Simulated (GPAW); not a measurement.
The system is GaP.

```
CELL_PARAMETERS angstrom
0.00000 2.72525 2.72525
2.72525 0.00000 2.72525
2.72525 2.72525 0.00000
ATOMIC_POSITIONS crystal
Ga 0.00000 0.00000 0.00000
P 0.75000 0.75000 0.75000
```

```yaml
Program: GPAW 26.7.0
Task: relaxation of cell and atoms
Functional: PBE
Potentials_or_basis: GPAW PAW data sets (gpaw-data 1.2.1)
Cutoff: 600 eV
Basis: pw
k_mesh: 8 × 8 × 8
Occupations: fermi-dirac, width 0.05 eV
Spin: no spin polarisation
```

At the start: pressure 4.5 GPa; volume 20.24 Å³/atom.

Question: Where does the relaxation end?

Answer: Over 4 steps the energy falls by 14.5 meV/atom and the volume is 21.30 Å³/atom (+5.2 %); space group F-43m (No. 216, to 0.05 Å).

Step by step:
| step | energy change (eV) | largest force (eV/Å) | pressure (GPa) | volume (Å³) |
| --- | --- | --- | --- | --- |
| 1 | 0.0000 | 0.0000 | 4.55 | 40.48 |
| 2 | -0.0124 | 0.0000 | 3.35 | 40.98 |
| 3 | -0.0288 | 0.0000 | 0.20 | 42.50 |
| 4 | -0.0289 | 0.0000 | 0.01 | 42.60 |

Final structure:
```cif
data_structure
_symmetry_space_group_name_H-M 'P 1'
_symmetry_Int_Tables_number 1
_cell_length_a 3.9201
_cell_length_b 3.9201
_cell_length_c 3.9201
_cell_angle_alpha 60.000
_cell_angle_beta 60.000
_cell_angle_gamma 60.000
_cell_volume 42.60
loop_
_atom_site_label
_atom_site_type_symbol
_atom_site_fract_x
_atom_site_fract_y
_atom_site_fract_z
_atom_site_occupancy
Ga1 Ga 0.00000 0.00000 0.00000 1
P1 P 0.75000 0.75000 0.75000 1
```

Caveat: the data sets keep Ga 3d, Li 1s and Be 1s frozen, and some such compounds lay over 1.5 % in volume off other programs; later steps reuse the first step's grids.
